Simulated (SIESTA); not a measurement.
**Au under changes of volume**

One of the cells (17.771 Å³/atom); the others are scaled copies at fixed shape and fractional positions:

```
Au
1.0
     2.90000    0.00000    0.00000
    -1.45000    2.51147    0.00000
     0.00000    0.00000    4.88000
Au
2
Direct
  0.66667 0.33333 0.25000
  0.33333 0.66667 0.75000
```

This isn't the form of Au at room conditions, which is fcc.

| Property | Result |
| --- | --- |
| Program | SIESTA 5.4.2 |
| Functional | LDA |
| Potentials or basis | PseudoDojo 0.4 standard (LDA files) |
| Basis | DZP (energy shift 0.003 Ry; two zetas on semicore shells) |
| Grid cutoff | 800 Ry |
| Energy shift | 0.003 Ry |
| k mesh | 11 × 11 × 6 |
| Occupations | fermi-dirac, width 0.05 eV |
| Spin | no spin polarisation |

| volume (Å³/atom) | energy over the lowest point (meV/atom) | pressure (GPa) |
| --- | --- | --- |
| 16.705 | 0.00 | 0.4 |
| 17.060 | 3.24 | -3.2 |
| 17.416 | 14.18 | -6.6 |
| 17.771 | 32.22 | -9.6 |
| 18.127 | ? | ? |
| 18.482 | 85.28 | -14.2 |
| 18.837 | 119.14 | -16.2 |

**Question.** What does the run at 18.127 Å³/atom give?

**Answer.** Energy over the lowest point 56.26 meV/atom; pressure -12.0 GPa.

Worked out: A Birch-Murnaghan fit of order 3 (a polynomial in V^(-2/3)) to the other rows has its minimum at 16.75 Å³/atom with B0 = V·E''(V) = 186 GPa and B' = 5.1 at fixed shape and positions, which overstates the stiffness. It gives 56.12 meV/atom at 18.127 Å³/atom, against the run's 56.26, and -dE/dV = -12.0 GPa, against -12.0.

Energies are extrapolated to zero smearing.

Caveats: short orbitals over semicore shells can move pressures by several GPa; the basis of atomic orbitals isn't converged, which shifts pressures, moduli and gaps.
